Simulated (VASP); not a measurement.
# Au: relaxation of cell and atoms with r2SCAN

Au:

```
CELL_PARAMETERS angstrom
0.00000 2.05850 2.05850
2.05850 0.00000 2.05850
2.05850 2.05850 0.00000
ATOMIC_POSITIONS crystal
Au 0.00000 0.00000 0.00000
```

```yaml
Program: VASP 6.6.1
Task: relaxation of cell and atoms
Functional: r2SCAN
Potentials_or_basis: VASP PAW PBE potentials, release 64 (Au)
Cutoff: 600 eV
k_mesh: 18 × 18 × 18
Occupations: gaussian, width 0.1 eV
Spin: no spin polarisation
Further_INCAR_settings: ALGO = Normal; EDIFF = 1e-07; IBRION = 2; EDIFFG = -0.005; NSW = 90; ISIF = 3
```

```yaml
Relaxed_volume: 17.57 Å³/atom
Relaxed_cell: a = 2.918 Å, b = 2.918 Å, c = 2.918 Å, α = 60.00°, β = 60.00°, γ = 60.00°
Space_group_after_relaxing_to_0.05_Å: Fm-3m (No. 225)
Energy_gained_by_relaxing: 0.5 meV/atom
Ionic_steps: 3
Pressure_after_relaxing: 0.0 GPa
Band_gap_on_the_k_mesh: none (metal or under the smearing width)
```

Step by step:
```
step  energy change (eV)  largest force (eV/Å)  pressure (GPa)  volume (Å³)
   1              0.0000                0.0000            1.20        17.45
   2              0.0006                0.0000           -1.71        17.78
   3             -0.0005                0.0000            0.01        17.57
```

Final structure:
```yaml
crystal:
  lattice:
    - [0.00000, 2.06358, 2.06358]
    - [2.06358, 0.00000, 2.06358]
    - [2.06358, 2.06358, 0.00000]
  atoms:
    - { symbol: Au, position: [0.00000, 0.00000, 0.00000] }
```

Levels at points of the mesh, in eV from the Fermi level:
```
           k point  band 3  band 4  band 5  band 6  band 7  band 8  band 9
(0.00, 0.00, 0.00)   -4.74   -4.74   -3.29   -3.29   15.40   19.30   19.30
(0.50, 0.00, 0.00)   -4.78   -2.11   -2.11   -0.61    3.05   14.87   17.72
(0.50, 0.50, 0.00)   -2.17   -1.78   -1.78    1.32    5.79   10.47   10.47
```

It took 100 s on 1 thread of Intel(R) Xeon(R) 6975P-C (Granite Rapids) (shared host), peak memory 0.18 GiB.

Caveat: the PAW data sets were made with another functional, which shifts forces and pressure a little. The run has no spin-orbit coupling, so splittings on Au are missing.
